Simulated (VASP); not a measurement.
# SiGe (R-3m) in VASP: notebook

One crystal, SiGe, is run at these levels: PBEsol; tasks: single point.

All numbers are computed with VASP 6.6.1; they aren't measurements. Logs are shortened: lines on timing, memory, paths and dates and some standing lists are left out, and cuts for length are marked.

**1. The crystal as given**

Symmetry: R-3m, No. 166, trigonal system. Conventional cell: a = 3.922 Å, b = 3.922 Å, c = 19.211 Å, α = 90.00°, β = 90.00°, γ = 120.00°. Around Ge (site symmetry 3m) lie 1 Si at 2.40 Å and 3 Ge at 2.42 Å. Si (site symmetry 3m) has 3 Si at 2.38 Å and 1 Ge at 2.40 Å as nearest neighbours.

The cell comes from a database or a generator and needn't be the stable form of this composition.

**2. Single point, PBEsol**

INCAR

```
ALGO = Normal ; EDIFF = 1E-6
ENCUT = 700 ; GGA = PS
ISIF = 2 ; ISMEAR = 0
LASPH = True ; LCHARG = True
LELF = True ; LREAL = False
LVHAR = True ; LWAVE = False
NBANDS = 26 ; NELM = 80
PREC = Accurate ; SIGMA = 0.02
```

KPOINTS

```
k-points
0
Gamma
  12 12 12
```

POSCAR

```
SiGe
1.0
    0.0000000000      2.7730400000      2.7730400000
    2.7730400000      0.0000000000      2.7730400000
    5.5457600000      5.5457600000      0.0003200000
Ge Si
2 2
Direct
    0.0031000000      0.0031000000      0.9953600000
    0.2469000000      0.2469000000      0.1296400000
    0.9970800000      0.9970800000      0.5043700000
    0.2529200000      0.2529200000      0.6206300000
```

Potentials or basis: VASP PAW PBE potentials, release 64 (Ge_d, Si).

Started as:

```console
$ cat potpaw_PBE.64/Ge_d/POTCAR potpaw_PBE.64/Si/POTCAR > POTCAR
$ mpirun -np 1 vasp_std > vasp.out
```

OUTCAR:

```text
EDIFF = 1E-6
   ENCUT = 700
   GGA = PS
   ISIF = 2
   ISMEAR = 0
   LASPH = True
   LREAL = False
   NELM = 80
   PREC = Accurate

 ion  position               nearest neighbor table
   1  0.003  0.003  0.995-   4 2.40   2 2.42   2 2.42   2 2.42
   2  0.247  0.247  0.130-   3 2.40   1 2.42   1 2.42   1 2.42
   3  0.997  0.997  0.504-   4 2.38   4 2.38   4 2.38   2 2.40
   4  0.253  0.253  0.621-   3 2.38   3 2.38   3 2.38   1 2.40

  LATTYP: Found a trigonal (rhomboedric) cell.
 ALAT       =     6.7920104810
 COS(alpha) =     0.8333076868

  Lattice vectors:

 A1 = (   5.5457600000,   2.7727200000,  -2.7727200000)
 A2 = (   2.7727200000,   2.7727200000,  -5.5457600000)
 A3 = (   2.7727200000,   5.5457600000,  -2.7727200000)

Analysis of symmetry for initial positions (statically):
=====================================================================
 Subroutine PRICEL returns:
 Original cell was already a primitive cell.

 Routine SETGRP: Setting up the symmetry group for a
 trigonal (rhombohedral) supercell.

 Subroutine GETGRP returns: Found  4 space group operations
 (whereof  2 operations were pure point group operations)
 out of a pool of 12 trial point group operations.

The static configuration has the point symmetry C_1h.
 The point group associated with its full space group is C_2h.

Analysis of symmetry for dynamics (positions and initial velocities):
=====================================================================
 Subroutine PRICEL returns:
 Original cell was already a primitive cell.

 Routine SETGRP: Setting up the symmetry group for a
 trigonal (rhombohedral) supercell.

 Subroutine GETGRP returns: Found  4 space group operations
 (whereof  2 operations were pure point group operations)
 out of a pool of 12 trial point group operations.

The dynamic configuration has the point symmetry C_1h.
 The point group associated with its full space group is C_2h.

 Subroutine INISYM returns: Found  4 space group operations
 (whereof  2 operations are pure point group operations),
 and found     1 'primitive' translations

----------------------------------------------------------------------------------------

                                     Primitive cell

  volume of cell :      85.2886

  direct lattice vectors                    reciprocal lattice vectors
     0.000000000  2.773040000  2.773040000    -0.180312735  0.180302330  0.180312735
     2.773040000  0.000000000  2.773040000     0.180302330 -0.180312735  0.180312735
     5.545760000  5.545760000  0.000320000     0.090161570  0.090161570 -0.090161570

  length of vectors
     3.921670777  3.921670777  7.842889012     0.312304811  0.312304811  0.156164419

  position of ions in fractional coordinates (direct lattice)
     0.003100000  0.003100000  0.995360000
     0.246900000  0.246900000  0.129640000
     0.997080000  0.997080000  0.504370000
     0.252920000  0.252920000  0.620630000

  ion indices of the primitive-cell ions
   primitive index   ion index
                 1           1
                 2           2
                 3           3
                 4           4

----------------------------------------------------------------------------------------

 KPOINTS: k-points

Automatic generation of k-mesh.
 Grid dimensions read from file:
 generate k-points for:   12   12   12

 Generating k-lattice:

  Cartesian coordinates                     Fractional coordinates (reciprocal lattice)
    -0.015026061  0.015025194  0.015026061     0.083333333  0.000000000 -0.000000000
     0.015025194 -0.015026061  0.015026061     0.000000000  0.083333333 -0.000000000
     0.007513464  0.007513464 -0.007513464     0.000000000  0.000000000  0.083333333

  Length of vectors
     0.026025401  0.026025401  0.013013702

  Shift w.r.t. Gamma in fractional coordinates (k-lattice)
     0.000000000  0.000000000  0.000000000

 Subroutine IBZKPT returns following result:
 ===========================================

 Found    476 irreducible k-points:

 Following reciprocal coordinates:
            Coordinates               Weight
  0.000000  0.000000  0.000000      1.000000
  0.083333  0.000000 -0.000000      4.000000
  0.083333  0.083333  0.166667      2.000000
  0.166667  0.000000  0.000000      4.000000
  0.166667  0.166667  0.333333      2.000000
  0.250000  0.000000 -0.000000      4.000000
[... 16 lines left out ...]
 -0.083333  0.250000 -0.166667      4.000000
  0.333333  0.250000 -0.333333      4.000000
 [... further k-points ...]
   k-points           NKPTS =    476   k-points in BZ     NKDIM =    476   number of bands    NBANDS=     26
   number of dos      NEDOS =    301   number of ions     NIONS =      4
   total plane-waves  NPLWV =  90720
   dimension x,y,z NGX =    36 NGY =   36 NGZ =   70
   dimension x,y,z NGXF=    72 NGYF=   72 NGZF=  140
   ions per type =               2   2
   NGX,Y,Z   is equivalent  to a cutoff of  15.26, 15.26, 14.84 a.u.
   NGXF,Y,Z  is equivalent  to a cutoff of  30.52, 30.52, 29.68 a.u.
 SYSTEM =  unknown system
   PREC   = accura    normal or accurate (medium, high low for compatibility)
   ISTART =      0    job   : 0-new  1-cont  2-samecut
   ICHARG =      2    charge: 1-file 2-atom 10-const
   ISPIN  =      1    spin polarized calculation?
   LNONCOLLINEAR =      F non collinear calculations
   LSORBIT =      F    spin-orbit coupling
   LASPH  =      T    aspherical Exc in radial PAW
   ENCUT  =  700.0 eV  51.45 Ry    7.17 a.u.   8.46  8.46 16.92*2*pi/ulx,y,z
   NELM   =     80;   NELMIN=  2; NELMDL= -5     # of ELM steps
   EDIFF  = 0.1E-05   stopping-criterion for ELM
   LREAL  =      F    real-space projection
   EDIFFG = 0.1E-04   stopping-criterion for IOM
   NSW    =      0    number of steps for IOM
   IBRION =     -1    ionic relax: 0-MD 1-quasi-New 2-CG
   NFREE  =      0    steps in history (QN), initial steepest desc. (CG)
   ISIF   =      2    stress and relaxation
   ISYM   =      2    0-nonsym 1-usesym 2-fastsym
   POTIM  = 0.5000    time-step for ionic-motion
   TEBEG  =    0.0;   TEEND  =   0.0 temperature during run
   PSTRESS=    0.0 pullay stress
   NELECT =      36.0000    total number of electrons
   NUPDOWN=      -1.0000    fix difference up-down
   EMIN   =  10.00;   EMAX   =-10.00  energy-range for DOS
   EFERMI =   0.00;   METHOD = LEGACY
   ISMEAR =     0;   SIGMA  =   0.02  broadening in eV -4-tet -1-fermi 0-gaus
   EFERMI_NEDOS =   21; number of points for ismear=-14 and -15
   IALGO  =     38    algorithm
   IMIX   =      4    mixing-type and parameters
     AMIX     =   0.40;   BMIX     =  1.00
     AMIX_MAG =   1.60;   BMIX_MAG =  1.00
  volume/ion in A,a.u.               =      21.32       143.89
  Fermi-wavevector in a.u.,A,eV,Ry     =   1.228039  2.320657 20.518662  1.508079
  Thomas-Fermi vector in A             =   2.362979
   LORBIT       =      0    0 simple, 1 ext, 2 COOP (PROOUT), +10 PAW based schemes
   GGA     = PS    functional components
   LHFCALC =     F    Hartree Fock is set to
   AEXX    =    0.0000 exact exchange contribution
   IVDW    =     0    specifies the selected vdW correction
   LEPSILON=     F    determine dielectric tensor
   LRPA    =     F    only Hartree local field effects (RPA)
 non-spin polarized calculation
 Gauss-broadening in eV      SIGMA  =   0.02
  energy-cutoff  :      700.00
  volume of cell :       85.29
 maximum number of plane-waves:      3628
 NGX is ok and might be reduce to    36
   NGX = 17   NGY = 17   NGZ = 33

 number of electron      36.0000003 magnetization

 Free energy of the ion-electron system (eV)
  ---------------------------------------------------
  ext. energy  EPLUGINS =         0.00000000
  ---------------------------------------------------
  free energy    TOTEN  =       -21.31023077 eV

  energy without entropy =      -21.31023077  energy(sigma->0) =      -21.31023077

 E-fermi :   5.5420     XC(G=0):  -9.8664

 val. band max:        5.4042262756   @ k =   0.0000   0.0000   0.0000
 cond. band min:       5.7366354920   @ k =   0.4167   0.4167  -0.0000
 fundamental gap:      0.3324092164
 Fermi energy:         5.5419863722

 k-point     1 :       0.0000    0.0000    0.0000
  band No.  band energies     occupation
      1     -19.1791      2.00000
      2     -19.1791      2.00000
      3     -19.0959      2.00000
      4     -19.0959      2.00000
      5     -19.0205      2.00000
      6     -19.0195      2.00000
[... 18 lines left out ...]
     25       8.8751      0.00000
     26      12.1720      0.00000

 k-point     2 :       0.0833    0.0000   -0.0000
  band No.  band energies     occupation
      1     -19.1810      2.00000
      2     -19.1793      2.00000
      3     -19.0933      2.00000
      4     -19.0908      2.00000
      5     -19.0216      2.00000
      6     -19.0182      2.00000
[... 18 lines left out ...]
     25       9.1930      0.00000
     26      12.6211      0.00000

 k-point     3 :       0.0833    0.0833    0.1667
  band No.  band energies     occupation
      1     -19.1810      2.00000
      2     -19.1794      2.00000
      3     -19.0933      2.00000
      4     -19.0908      2.00000
      5     -19.0216      2.00000
      6     -19.0182      2.00000
[... 18 lines left out ...]
     25       9.1928      0.00000
     26      12.6231      0.00000

 k-point     4 :       0.1667    0.0000    0.0000
  band No.  band energies     occupation
      1     -19.1852      2.00000
      2     -19.1787      2.00000
      3     -19.0885      2.00000
      4     -19.0778      2.00000
      5     -19.0291      2.00000
      6     -19.0098      2.00000
[... 18 lines left out ...]
     25       9.9970      0.00000
     26      11.5551      0.00000
[... 496 lines left out ...]
      1     -19.1942      2.00000
      2     -19.1671      2.00000
      3     -19.0842      2.00000
      4     -19.0592      2.00000
      5     -19.0427      2.00000
      6     -18.9860      2.00000
[... 18 lines left out ...]
     25      11.6575      0.00000
     26      12.5583      0.00000

 k-point    23 :      -0.0833    0.2500   -0.1667
  band No.  band energies     occupation
      1     -19.1942      2.00000
      2     -19.1670      2.00000
      3     -19.0842      2.00000
      4     -19.0592      2.00000
      5     -19.0427      2.00000
      6     -18.9860      2.00000
[... 18 lines left out ...]
     25      11.6572      0.00000
     26      12.5580      0.00000

 k-point    24 :       0.3333    0.2500   -0.3333
  band No.  band energies     occupation
      1     -19.1942      2.00000
      2     -19.1671      2.00000
      3     -19.0842      2.00000
      4     -19.0592      2.00000
      5     -19.0427      2.00000
      6     -18.9860      2.00000
[... 18 lines left out ...]
     25      11.6573      0.00000
     26      12.5583      0.00000

 [... further k-points ...]

------------------------ aborting loop because EDIFF is reached ----------------------------------------

  FORCE on cell =-STRESS in cart. coord.  units (eV):
  Direction    XX          YY          ZZ          XY          YZ          ZX
  --------------------------------------------------------------------------------------
  -------------------------------------------------------------------------------------
  Total        0.0491873      0.0491873      0.0489896      0.0091730     -0.0088758     -0.0088758
  in kB        0.9240012      0.9240012      0.9202886      0.1723176     -0.1667351     -0.1667352
  external PRESSURE =       0.9227637 kB  Pullay stress =       0.0000000 kB

 VOLUME and BASIS-vectors are now :
 -----------------------------------------------------------------------------
  energy-cutoff  :      700.00
  volume of cell :       85.29
      direct lattice vectors                 reciprocal lattice vectors
     0.000000000  2.773040000  2.773040000    -0.180312735  0.180302330  0.180312735
     2.773040000  0.000000000  2.773040000     0.180302330 -0.180312735  0.180312735
     5.545760000  5.545760000  0.000320000     0.090161570  0.090161570 -0.090161570

 POSITION                                       TOTAL-FORCE (eV/Angst)
 -----------------------------------------------------------------------------------
      5.52862      5.52862      0.01751        -0.001632     -0.001632      0.000103
      1.40362      1.40362      1.36937         0.001632      0.001632     -0.000103
      5.56206      5.56206      5.53005        -0.000508     -0.000508      0.001761
      4.14322      4.14322      1.40291         0.000508      0.000508     -0.001761
 -----------------------------------------------------------------------------------
    total drift:                               -0.000049     -0.000049     -0.000010

  FREE ENERGIE OF THE ION-ELECTRON SYSTEM (eV)
  ---------------------------------------------------
  free  energy   TOTEN  =       -21.3102307668 eV

  energy  without entropy=      -21.3102307668  energy(sigma->0) =      -21.31023077
```

It took 9.6 min on 1 thread of Intel Xeon 6975P-C (Granite Rapids), shared host; peak memory 1.3 GiB.

What came out:

* Free energy: -21.3102 eV
* Pressure: 0.1 GPa
* Band gap on the k mesh: 0.33 eV, indirect (least direct gap 0.46 eV)

Forces on the atoms (eV/Å):
```
Ge  -0.002 -0.002  0.000
Ge   0.002  0.002  0.000
Si  -0.001 -0.001  0.002
Si   0.001  0.001 -0.002
```

Levels at points of the mesh, in eV from the valence-band top:
```tsv
k point	band 15	band 16	band 17	band 18	band 19	band 20	band 21	band 22
(0.00, 0.00, 0.00)	-1.51	-0.11	0.00	0.00	0.46	1.66	2.28	2.28
(0.50, 0.00, 0.00)	-3.12	-3.09	-1.43	-1.38	0.46	0.52	0.69	3.36
(0.50, 0.50, 0.00)	-3.12	-3.09	-1.43	-1.38	0.46	0.52	0.69	3.36
(0.00, 0.00, 0.50)	-1.26	-1.26	-0.62	-0.62	1.16	1.28	2.98	2.98
(0.50, 0.00, 0.50)	-3.86	-3.72	-2.63	-2.23	0.92	1.70	4.04	4.49
(0.50, 0.50, 0.50)	-3.86	-3.72	-2.63	-2.23	0.92	1.70	4.04	4.49
```

Caveat: the PAW data sets were made with another functional, which shifts forces and pressure a little.

**3. Single point, PBEsol**

Edit INCAR of step 2 so:

```diff
@@ -1,3 +1,3 @@
 ALGO = Normal ; EDIFF = 1E-6
-ENCUT = 700 ; GGA = PS
+ENCUT = 520 ; GGA = PS
 ISIF = 2 ; ISMEAR = 0
```

KPOINTS

```
k-points
0
Gamma
  18 18 16
```

POSCAR is that of step 2.

Potentials or basis: VASP PAW PBE potentials, release 64 (Ge_d, Si).

Started as:

```console
$ cat potpaw_PBE.64/Ge_d/POTCAR potpaw_PBE.64/Si/POTCAR > POTCAR
$ mpirun -np 1 vasp_std > vasp.out
```

Run time: 19 min. Hardware: 1 thread of Intel Xeon 6975P-C (Granite Rapids), shared host; peak memory 2.2 GiB.

The run converged. Its results:

| Quantity | Value |
| --- | --- |
| Free energy | -21.3106 eV |
| Pressure | 0.1 GPa |
| Largest force | 0.003 eV/Å |
| Band gap on the k mesh | 0.34 eV, indirect (least direct gap 0.46 eV) |

Forces on the atoms (eV/Å):
```
Ge  -0.002 -0.002  0.001
Ge   0.002  0.002 -0.001
Si  -0.001 -0.001  0.002
Si   0.001  0.001 -0.002
```

Levels at points of the mesh, in eV from the valence-band top:
| k point | band 15 | band 16 | band 17 | band 18 | band 19 | band 20 | band 21 | band 22 |
| --- | --- | --- | --- | --- | --- | --- | --- | --- |
| (0.00, 0.00, 0.00) | -1.51 | -0.11 | 0.00 | 0.00 | 0.46 | 1.66 | 2.28 | 2.28 |
| (0.50, 0.00, 0.00) | -3.12 | -3.09 | -1.42 | -1.38 | 0.46 | 0.52 | 0.69 | 3.36 |
| (0.50, 0.50, 0.00) | -3.12 | -3.09 | -1.42 | -1.38 | 0.46 | 0.52 | 0.69 | 3.36 |
| (0.00, 0.00, 0.50) | -1.26 | -1.26 | -0.62 | -0.62 | 1.16 | 1.28 | 2.98 | 2.98 |
| (0.50, 0.00, 0.50) | -3.86 | -3.72 | -2.63 | -2.23 | 0.92 | 1.70 | 4.04 | 4.49 |
| (0.50, 0.50, 0.50) | -3.86 | -3.72 | -2.63 | -2.23 | 0.92 | 1.70 | 4.04 | 4.49 |

Caveat: the PAW data sets were made with another functional, which shifts forces and pressure a little.
